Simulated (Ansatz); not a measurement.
# Sn (Immm) in Ansatz: notebook, part 2 of 2

Ansatz 0.2.0. The steps go on from the part before.

## 3. Single point, PBEsol, collinear spin, ferromagnetic start, 26.95 Å³/atom (volume scaled by 0.94)

input.yaml reads:

```yaml
crystal:
  lattice:
    - [-1.6912936206, 1.7393011766, 2.2906073406]
    - [1.6912936206, -1.7393011766, 2.2906073406]
    - [1.6912936206, 1.7393011766, -2.2906073406]
  atoms:
    - { symbol: Sn, position: [0.0, 0.0, 0.0], spin: 0.5 }
kpoints:
  mp_grid: { grid: [11, 11, 11] }
scf:
  occupations: { method: gaussian, width: 0.1 }
hamiltonian:
  xc: pbesol
  pseudopotentials: { kind: all_electron, lapw: { basis_error: 0.002 } }
magnetization:
  spin_polarized: true
output:
  forces: true
  stress: true
  eigenvalues: true
```

Potentials or basis: all-electron LAPW, scalar-relativistic.

Run with:

```sh
ansatz run input.yaml --threads 1 --pin off --max-ram 2560MiB --backend cpu --events-out ev --progress --plain --runs-dir out
```

What it wrote:

```text
Warning: RAYON_NUM_THREADS=1 ignored (pool sized by the plan → 1); use --threads N
LAPW: plane waves up to 6.276 Å⁻¹, error target 2.0e-3 eV per atom; small_component_spin mean_spin; Sn in spheres of 1.668 Å, 22 of its electrons in bands, Dirac shells [] (how accurate: hamiltonian.pseudopotentials.lapw.basis_error, Limitations)
Engine: ansatz 0.2.0, x86_64-unknown-linux-gnu
Pseudopotentials: kind: all_electron
Pseudopotential: Sn, LAPW, valence charge 22, lapw/all_electron/scalar/gaussian/Sn, Koelling and Harmon's equation, gaussian nucleus
Functional definition: PBEsol
  exchange = pbesol_x
  correlation = pbesol_c
Crystal: 1 atoms, lattice volume = 26.953 Å³
Basis set: ecut = 150.06415264663738 eV, 113 PW (Γ), exchange–correlation at level 2
Bands: 16, of which v1, the nominal top of the filled ones, is band 11 counted from 1 (10 counted from 0)
Symmetry: 8 space group operations
Space group: Immm (ITA 71), of the structure as read, at distance tolerance 3.0e-5 Å
Magnetic group: BNS 71.533 (UNI 631), of the structure as read, at distance tolerance 3.0e-5 Å
k-points: 216 of 1331
Non-local potential: Sn, projectors of the file, none
Initial density: superposition of atomic densities (chi_scale 0.1, normalization cell)
Starting moments: Σ|m| = 0.5 μB on 1 of 1 site
Initial wavefunctions: plane waves of lowest kinetic energy (no species holds an atomic orbital)
Functional: x = pbesol(κ = 0.804, μ = 0.12345679012345678), c = pbesol(β = 0.046)
iter 1 solved again at ethr=1.88e-5 eV; its pass at ethr=1.00e-1 eV (dr2=4.15e-3 eV) is discarded
SCF iter   1: F=—  HF=-168014.976190 eV  |F-HF|=—  |Δ(HF+E_count)|=         —  Δρ=7.91e-3 (↑7.91e-3 ↓7.63e-3)  dr2=4.20e-3  dr2_m=1.36e-2  M=0.104 μB ∫|m|=0.110 μB  β_m=0.30  ethr=1.88e-5  ⟨swp⟩=3.8  Hψ=50262  notcnv=0
preconditioner: auto → Kerker (q_TF=auto, 2.638 Å⁻¹)  [metal: Δε(μ)=0.016 eV  Ē_g=24.318 eV  σ=0.100 eV  W_gap=0.09  n_scr=12 (ndim 8)  ℏωp=26.8 eV  f_vac=0.000  D(μ)=0.46/eV (n_scr^D=0)]
spin=Collinear: Kerker preconditioning applied to the charge; magnetization (m = ρ↑ − ρ↓) channel mixes plain (no charge-response kernel on spin).
[... 17 lines left out ...]
SCF converged after 13 iterations
Magnetization: -0.0000 μB (11.0000 up, 11.0000 down)
Absolute magnetization: 0.0000 μB (∫|ρ↑−ρ↓|)
Spin contamination: 0.0000 ħ² per cell (⟨S²⟩ above its minimum at these occupations)
Per-site moments (μB) at R_I (Å): [(-6.750011216638541e-7, 1.6682718866419688)]
Free energy (F): -168015.005577 eV
Harris-Foulkes:  -168015.005577 eV  (|F-HF|=2.91e-11)
Internal energy: -168015.003255 eV  (E = F + TS)
E sigma→0 (E₀):  -168015.004416 eV
Entropy (-TS):   -0.002322 eV (-2.322 meV/atom)
Fermi energy:    13.821588 eV
--- Per-component energies (eV) ---
  E_band       = -697.210479
  E_kinetic    = 176691.018420
  E_xc         = -4422.119712
  E_electrostatic = -340283.901963  (all electrons and nuclei)
  E_smearing   = -0.002322  (= −TS)
  E_closure    = 0.000000  (closes the sum)
  E_atoms      = -168010.797820  (free atoms, spherical and without spin; not in F)
  Σ components = -168015.005577   (vs F -168015.005577, Δ=0.00e0)
  Basis errors (estimates in eV, not in F): energy 4.3e-4 per atom: plane waves 4.2e-4 (2.2e-4 summed), levels above the bands 0.0e0, relativity 7.4e-9, radial functions 8.1e-6, core shells 1.2e-10; eigenvalues (radial functions only) 4.8e-4; not estimated: angular momenta, meshes, grids; target (lapw.basis_error) 2.0e-3; muffin-tin radii Sn 1.668 Å
--- Forces (eV/Å), atoms counted from 1 ---
  atom   1  Sn     0.00000000     0.00000000     0.00000000
  max |Σ_I F_I| component: 4.93e-32 eV/Å
--- Stress (GPa, compression-positive) ---
        0.002032      -0.000000      -0.000000
       -0.000000      -1.859796       0.000000
       -0.000000       0.000000      -0.462823
  P = ⅓ Tr σ = -0.7735 GPa (-7.735 kbar)
--- Band table (eV; the first three rows and the last of 432) ---
  k-point 0 ↑: bands = ["-115.4211", "-71.2561", "-71.2522", "-71.2483", "-7.6542", "-7.6368", "-7.6117", "-7.5746", "-7.5332", "2.6270", "21.3436", "21.4888", "21.9444", "24.5290", "25.3211", "25.8365"]
  k-point 1 ↑: bands = ["-115.4211", "-71.2563", "-71.2524", "-71.2484", "-7.6547", "-7.6273", "-7.6009", "-7.5777", "-7.5320", "2.8473", "20.5033", "20.5037", "20.9972", "23.2671", "25.9659", "26.7192"]
  k-point 2 ↑: bands = ["-115.4210", "-71.2567", "-71.2528", "-71.2487", "-7.6705", "-7.5927", "-7.5867", "-7.5712", "-7.5235", "3.5092", "18.7848", "18.9108", "19.2184", "21.9180", "23.0119", "29.1853"]
  k-point 215 ↓: bands = ["-115.4208", "-71.2578", "-71.2538", "-71.2514", "-7.7061", "-7.6604", "-7.4876", "-7.4557", "-7.4526", "9.5333", "10.6626", "14.6822", "15.2062", "18.7095", "20.6663", "32.6383"]
```

It took 15 s on 1 thread of AMD EPYC 9R45 (Zen 5), shared host; peak memory 0.46 GiB.

What came out:

```yaml
Free_energy: -168015.0056 eV
Pressure: -0.8 GPa
Band_gap_on_the_k_mesh: none (metal or under the smearing width)
Net_moment: 0.00 μB per cell
Absolute_moment: 0.00 μB per cell
```

Caveat: the starting moments weren't kept.

## 4. Single point, PBEsol, collinear spin, ferromagnetic start, 27.53 Å³/atom (volume scaled by 0.96)

input.yaml: that of step 3 with these lines changed.

```diff
@@ -2,5 +2,5 @@
   lattice:
-    - [-1.6912936206, 1.7393011766, 2.2906073406]
-    - [1.6912936206, -1.7393011766, 2.2906073406]
-    - [1.6912936206, 1.7393011766, -2.2906073406]
+    - [-1.7032045314, 1.75155018, 2.3067389097]
+    - [1.7032045314, -1.75155018, 2.3067389097]
+    - [1.7032045314, 1.75155018, -2.3067389097]
   atoms:
```

Run with:

```sh
ansatz run input.yaml --threads 1 --pin off --max-ram 2560MiB --backend cpu --events-out ev --progress --plain --runs-dir out
```

Wall time 14 s (1 thread of AMD EPYC 9R45 (Zen 5), shared host); peak memory 0.46 GiB.

The run converged. Its results:

| Property | Result |
| --- | --- |
| Free energy | -168015.0009 eV |
| Pressure | -1.8 GPa |
| Band gap on the k mesh | none (metal or under the smearing width) |
| Net moment | 0.00 μB per cell |
| Absolute moment | 0.00 μB per cell |

Caveat: the starting moments weren't kept.

## 5. Single point, PBEsol, collinear spin, ferromagnetic start, 28.10 Å³/atom (volume scaled by 0.98)

input.yaml: that of step 4 with these lines changed.

```diff
@@ -2,5 +2,5 @@
   lattice:
-    - [-1.7032045314, 1.75155018, 2.3067389097]
-    - [1.7032045314, -1.75155018, 2.3067389097]
-    - [1.7032045314, 1.75155018, -2.3067389097]
+    - [-1.7149511408, 1.7636302181, 2.3226479567]
+    - [1.7149511408, -1.7636302181, 2.3226479567]
+    - [1.7149511408, 1.7636302181, -2.3226479567]
   atoms:
```

Run with:

```sh
ansatz run input.yaml --threads 1 --pin off --max-ram 2560MiB --backend cpu --events-out ev --progress --plain --runs-dir out
```

It took 14 s on 1 thread of AMD EPYC 9R45 (Zen 5), shared host; peak memory 0.46 GiB.

The run converged. Its results:

| Property | Result |
| --- | --- |
| Free energy | -168014.9926 eV |
| Pressure | -2.8 GPa |
| Band gap on the k mesh | none (metal or under the smearing width) |
| Net moment | 0.00 μB per cell |
| Absolute moment | 0.00 μB per cell |

Caveat: the starting moments weren't kept.

## 6. Single point, PBEsol, collinear spin, ferromagnetic start, 28.67 Å³/atom

input.yaml: that of step 5 with these lines changed.

```diff
@@ -2,5 +2,5 @@
   lattice:
-    - [-1.7149511408, 1.7636302181, 2.3226479567]
-    - [1.7149511408, -1.7636302181, 2.3226479567]
-    - [1.7149511408, 1.7636302181, -2.3226479567]
+    - [-1.726539, 1.775547, 2.338342]
+    - [1.726539, -1.775547, 2.338342]
+    - [1.726539, 1.775547, -2.338342]
   atoms:
```

Potentials or basis: all-electron LAPW, scalar-relativistic.

Run with:

```sh
ansatz run input.yaml --threads 1 --pin off --max-ram 2560MiB --backend cpu --events-out ev --progress --plain --runs-dir out
```

Run time: 14 s. Hardware: 1 thread of AMD EPYC 9R45 (Zen 5), shared host; peak memory 0.46 GiB.

Results (log left out):

```
Free energy            : -168014.9812 eV
Pressure               : -3.6 GPa
Band gap on the k mesh : none (metal or under the smearing width)
Net moment             : 0.00 μB per cell
Absolute moment        : 0.00 μB per cell
```

Caveat: the starting moments weren't kept.

## 7. Single point, PBEsol, collinear spin, ferromagnetic start, 29.25 Å³/atom (volume scaled by 1.02)

input.yaml: that of step 6 with these lines changed.

```diff
@@ -2,5 +2,5 @@
   lattice:
-    - [-1.726539, 1.775547, 2.338342]
-    - [1.726539, -1.775547, 2.338342]
-    - [1.726539, 1.775547, -2.338342]
+    - [-1.7379733663, 1.7873059321, 2.3538281599]
+    - [1.7379733663, -1.7873059321, 2.3538281599]
+    - [1.7379733663, 1.7873059321, -2.3538281599]
   atoms:
```

Run with:

```sh
ansatz run input.yaml --threads 1 --pin off --max-ram 2560MiB --backend cpu --events-out ev --progress --plain --runs-dir out
```

It took 14 s on 1 thread of AMD EPYC 9R45 (Zen 5), shared host; peak memory 0.46 GiB.

Results (log left out):

| Item | Value |
| --- | --- |
| Free energy | -168014.9669 eV |
| Pressure | -4.3 GPa |
| Band gap on the k mesh | none (metal or under the smearing width) |
| Net moment | 0.00 μB per cell |
| Absolute moment | 0.00 μB per cell |

Caveat: the starting moments weren't kept.

## 8. Single point, PBEsol, collinear spin, ferromagnetic start, 29.82 Å³/atom (volume scaled by 1.04)

input.yaml: that of step 7 with these lines changed.

```diff
@@ -2,5 +2,5 @@
   lattice:
-    - [-1.7379733663, 1.7873059321, 2.3538281599]
-    - [1.7379733663, -1.7873059321, 2.3538281599]
-    - [1.7379733663, 1.7873059321, -2.3538281599]
+    - [-1.7492592239, 1.79891214, 2.3691131866]
+    - [1.7492592239, -1.79891214, 2.3691131866]
+    - [1.7492592239, 1.79891214, -2.3691131866]
   atoms:
```

Run with:

```sh
ansatz run input.yaml --threads 1 --pin off --max-ram 2560MiB --backend cpu --events-out ev --progress --plain --runs-dir out
```

Run time: 15 s. Hardware: 1 thread of AMD EPYC 9R45 (Zen 5), shared host; peak memory 0.47 GiB.

Results (log left out):

```yaml
Free_energy: -168014.9503 eV
Pressure: -5.0 GPa
Band_gap_on_the_k_mesh: none (metal or under the smearing width)
Net_moment: 0.00 μB per cell
Absolute_moment: 0.00 μB per cell
```

Caveat: the starting moments weren't kept.

## 9. Single point, PBEsol, collinear spin, ferromagnetic start, 30.39 Å³/atom (volume scaled by 1.06)

input.yaml: that of step 8 with these lines changed.

```diff
@@ -2,5 +2,5 @@
   lattice:
-    - [-1.7492592239, 1.79891214, 2.3691131866]
-    - [1.7492592239, -1.79891214, 2.3691131866]
-    - [1.7492592239, 1.79891214, -2.3691131866]
+    - [-1.7604013028, 1.810370488, 2.3842034864]
+    - [1.7604013028, -1.810370488, 2.3842034864]
+    - [1.7604013028, 1.810370488, -2.3842034864]
   atoms:
```

Potentials or basis: all-electron LAPW, scalar-relativistic.

Run with:

```sh
ansatz run input.yaml --threads 1 --pin off --max-ram 2560MiB --backend cpu --events-out ev --progress --plain --runs-dir out
```

Wall time 15 s (1 thread of AMD EPYC 9R45 (Zen 5), shared host); peak memory 0.45 GiB.

It converged, with:

```
Free energy            : -168014.9314 eV
Pressure               : -5.5 GPa
Band gap on the k mesh : none (metal or under the smearing width)
Net moment             : 0.00 μB per cell
Absolute moment        : 0.00 μB per cell
```

Caveat: the starting moments weren't kept.

## 10. Equation of state, PBEsol, collinear spin, ferromagnetic start

No new run: the results of the series are fitted here.

What came out:

```
Equilibrium volume                        : 26.58 Å³/atom (rough: see the caveat)
Bulk modulus at fixed shape and positions : 57 GPa (rough)
```

Energy against volume, from the lowest point:
| volume (Å³/atom) | energy (meV/atom) |
| --- | --- |
| 26.953 | 0.00 |
| 27.526 | 4.71 |
| 28.100 | 12.99 |
| 28.673 | 24.42 |
| 29.247 | 38.64 |
| 29.820 | 55.31 |
| 30.394 | 74.14 |

Caveat: the minimum lies outside the volumes run; the cell was scaled at fixed shape and fractional positions, which overstates the stiffness of a crystal with free parameters, most of all of layers and chains; the starting moments weren't kept.
